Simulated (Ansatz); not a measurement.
This GaAs structure is the end of a relaxation. The cell was found from a structure generator's guess, not taken from experiment.

Computed with DFT PBE, scalar-relativistic, plane waves, PAW (Ansatz). Cutoff 420 eV, Γ-centred mesh, Gaussian smearing, no spin polarisation.

```
Ga As
1.0
     0.00000    2.69563    2.69563
     2.69563    0.00000    2.69563
     2.69563    2.69563    0.00000
Ga As
1 1
Direct
  0.50000 0.50000 0.50000
  0.00000 0.00000 0.00000
```

The zero of energy is the elements' standard structures at the same level; no fitted shifts are applied.

(1) Find its symmetry and describe it.

(2) What is its formation energy per atom?

(3) Is it a metal?

Answers

(1) Fm-3m (No. 225), the rock salt type. Conventional cell: a = 5.391 Å. Ga is surrounded by 6 As at 2.70 Å; As has 6 Ga at 2.70 Å.

(2) −0.03 eV/atom. The formation energy is too near zero to say whether this cell lies below the elements.

(3) Yes, bands cross the Fermi level on the 18×18×18 mesh.

The last run used an 18×18×18 mesh for its 2-atom cell and Gaussian smearing of 0.10 eV. The k mesh leaves some 4 meV/atom of noise in the energy of each metallic cell. The reference form of As is held partly by dispersion forces, which this level lacks. A structure relaxed within its symmetry needn't be a true minimum. Another cell of GaAs relaxed alike, in F-43m (a cell as deposited in COD), lies 0.33 eV/atom lower, so this cell isn't the stable form at this level.
